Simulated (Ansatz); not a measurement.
**One input, then a changed one: Rb (fcc type)**

First run: DFT, PBE, norm-conserving pseudopotentials, Ansatz's default files, scalar-relativistic (Ansatz 0.2.0).

Command: `ansatz run input.yaml --threads 1 --pin off --max-ram 2048MiB --backend cpu --events-out ev --progress --plain --runs-dir out` It took 2.7 s on 1 thread of Arm Neoverse V1, on a shared host, peak memory 0.29 GiB.

```yaml
crystal:
  lattice:
    - [0.0, 3.1419838168, 3.1419838168]
    - [3.1419838168, 0.0, 3.1419838168]
    - [3.1419838168, 3.1419838168, 0.0]
  atoms:
    - { symbol: Rb, position: [0.0, 0.0, 0.0] }
kpoints:
  mp_grid: { grid: [10, 10, 10] }
scf:
  occupations: { method: fermi_dirac, width: 0.08 }
hamiltonian:
  xc: pbe
  pseudopotentials: { kind: nc }
output:
  forces: true
  stress: true
  eigenvalues: true
```

The cell comes from a relaxation on PAW files under the same functional, begun from a prototype that needn't be the stable phase.

This run: volume at 0.68 of the series' base cell.

It converges in 6 SCF iterations at a pressure of 2.20 GPa, cutoff 630 eV.

The input is then changed:

```diff
   occupations: { method: fermi_dirac, width: 0.08 }
+  algorithm: direct_min
 hamiltonian:
   pseudopotentials: { kind: nc }
+  dispersion: d3bjatm
 output:
```

Q: Predict the outcome of the changed run.

A: It converges in 5 SCF iterations at a pressure of 1.85 GPa, cutoff 630 eV. More than one line changes, and not each need have an effect.
